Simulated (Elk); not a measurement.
The cell is the one relaxed in the Materials Project (mp-159), not relaxed further here; entries there can be hypothetical.

A run on Nd: DFT, PBE, all-electron APW+lo, Dirac cores, scalar-relativistic bands (Elk 11.2.3 with local patches). The input:

```
tasks
  0
  110
  115
  15

xctype
  20

rgkmax
  8.0

gmaxvr
  16.0

lmaxapw
  10

lmaxo
  7

lmaxi
  3

nrmtscf
  2.0

nempty
  8

epspot
  1e-06

epsengy
  1e-05

maxscl
  60

hmaxvr
  6.0

lradstp
  4

swidth
  0.001

mixtype
  0

beta0
  0.05

reducebf
  0.5

spinpol
  .true.

tforce
  .true.

sppath
  './'

avec
  0.00000000000 4.92258622845 4.92258622845
  4.92258622845 0.00000000000 4.92258622845
  4.92258622845 4.92258622845 0.00000000000

atoms
  1
  'Nd.in'
  1
  0.000000000000 0.000000000000 0.000000000000   0.000 0.000 -0.500

ngridk
  10 10 10
```

Sphere radii set in the species files: Nd 2.80 bohr.

Total energy and RMS change of the potential by loop (first and last loops):

```tsv
loop	E (Ha)	RMS ΔV (Ha)
1	-9622.942670	–
2	-9628.302883	2.97e+00
3	-9630.136932	2.76e+00
4	-9630.393228	2.62e+00
5	-9630.481440	2.49e+00
53	-9630.096914	2.12e-01
54	-9630.095139	2.02e-01
55	-9630.093471	1.91e-01
56	-9630.091901	1.82e-01
57	-9630.090425	1.73e-01
58	-9630.089034	1.64e-01
59	-9630.087722	1.56e-01
60	-9630.086484	–
```

Task: Did this run give a result to trust?

Result: No. The loop stopped after 60 iterations without meeting its targets: with linear mixing, beta0 = 0.05 the potential settles too slowly.
